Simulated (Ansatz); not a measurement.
# CdTe (zincblende type): the cost of one run

Computed with Ansatz 0.2.0 (DFT PBEsol, with the methods named in each step, unless a step's input says otherwise).

## Step 1: The starting structure

Symmetry: F-43m, No. 216, cubic system. The conventional cell has a = 6.490 Å, b = 6.490 Å, c = 6.490 Å, α = 90.00°, β = 90.00°, γ = 90.00°. Cd (site symmetry -43m) has 4 Te at 2.81 Å in its first shell of neighbours. Te (site symmetry -43m) is surrounded by 4 Cd at 2.81 Å.

Structure file:

```xyz
2
Lattice="0.0000 3.2451 3.2451 3.2451 0.0000 3.2451 3.2451 3.2451 0.0000" Properties=species:S:1:pos:R:3 pbc="T T T"
Cd    0.0000    0.0000    0.0000
Te    1.6225    1.6225    1.6225
```

Whether this phase is the stable one at these pressures isn't tested.

Atoms are numbered in the order of the input: Cd1, Te2.

## Step 2: The reference volume, LAPW

File input.yaml:

```yaml
crystal:
  lattice:
    - [0.0, 3.2450830027, 3.2450830027]
    - [3.2450830027, 0.0, 3.2450830027]
    - [3.2450830027, 3.2450830027, 0.0]
  atoms:
    - { symbol: Cd, position: [0.0, 0.0, 0.0] }
    - { symbol: Te, position: [0.25, 0.25, 0.25] }
kpoints:
  mp_grid: { grid: [12, 12, 12] }
  band_path:
    path:
      - [0.0, 0.0, 0.0]
      - [-0.5, -0.5, 0.0]
      - [-0.375, -0.375, 0.25]
      - [-0.375, 0.0, 0.375]
      - [0.0, 0.0, 0.0]
      - [0.0, 0.0, 0.5]
      - [-0.5, -0.25, 0.25]
      - [-0.5, -0.5, 0.0]
    npoints: 14
scf:
  occupations: { method: fermi_dirac, width: 0.05 }
hamiltonian:
  xc: pbesol
  pseudopotentials: { kind: all_electron, lapw: { basis_error: 0.001 } }
output:
  forces: true
  stress: true
  eigenvalues: true
  populations: true
  dos: { projected: true, de: 0.2, e_range: [-14, 8] }
```

Command:

```bash
> ansatz run input.yaml --threads 1 --pin off --max-ram 2048MiB --backend cpu --events-out ev --progress --plain --runs-dir out
```

What time and memory should one allow on 1 thread of Arm Neoverse V1, shared host?

About 59 s, with a peak of 0.43 GiB.
